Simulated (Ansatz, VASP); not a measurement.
Given: the input of a run of VASP 6.6.1 on Sn. This isn't the form of Sn at room conditions, which is tetragonal (white tin).

INCAR

```
PREC = Accurate
ENCUT = 500
EDIFF = 1E-7
ISMEAR = 0
SIGMA = 0.02
LREAL = F
LASPH = T
NELM = 100
ALGO = Normal
ISIF = 2
LWAVE = F
LCHARG = F
GGA = CA
```

Contents of KPOINTS:

```
regular mesh
0
Gamma
  10 10 10
```

Contents of POSCAR:

```
Sn
3.2816
   -0.577356112628      0.577356112628      0.577356112628
    0.577356112628     -0.577356112628      0.577356112628
    0.577356112628      0.577356112628     -0.577356112628
Sn
1
Direct
    0.0000000000      0.0000000000      0.0000000000
```

Potentials or basis: VASP PAW LDA potentials, release 64 (Sn).

Command:

```console
$ cat potpaw_LDA.64/Sn/POTCAR > POTCAR
$ mpirun -np 1 vasp_std > vasp.out
```

Problem. What does the same run look like in Ansatz 0.2.0? Potentials or basis there: all-electron LAPW, scalar-relativistic.

Solution. As run (cutoffs and basis follow the program's own potentials, and thresholds, step limits or extra output files can differ):

Contents of input.yaml:

```yaml
crystal:
  lattice:
    - [-1.8946518192, 1.8946518192, 1.8946518192]
    - [1.8946518192, -1.8946518192, 1.8946518192]
    - [1.8946518192, 1.8946518192, -1.8946518192]
  atoms:
    - { symbol: Sn, position: [0.0, 0.0, 0.0] }
kpoints:
  mp_grid: { grid: [10, 10, 10] }
scf:
  occupations: { method: gaussian, width: 0.02 }
hamiltonian:
  xc: lda
  pseudopotentials: { kind: all_electron, lapw: { basis_error: 0.001 } }
output:
  forces: true
  stress: true
  eigenvalues: true
```

Potentials or basis: all-electron LAPW, scalar-relativistic.

Run with:

```console
$ ansatz run input.yaml --threads 1 --pin off --max-ram 3072MiB --backend cpu --events-out ev --progress --plain --runs-dir out
```

Both were run:

|  | VASP | Ansatz |
| --- | --- | --- |
| Pressure | -3.5 GPa | -3.4 GPa |

Where Ansatz's input types no cutoff or centring, it takes its own default and a Γ-centred mesh.

The two programs' LDA may be different fits to the electron gas.

Pressure is positive in compression.
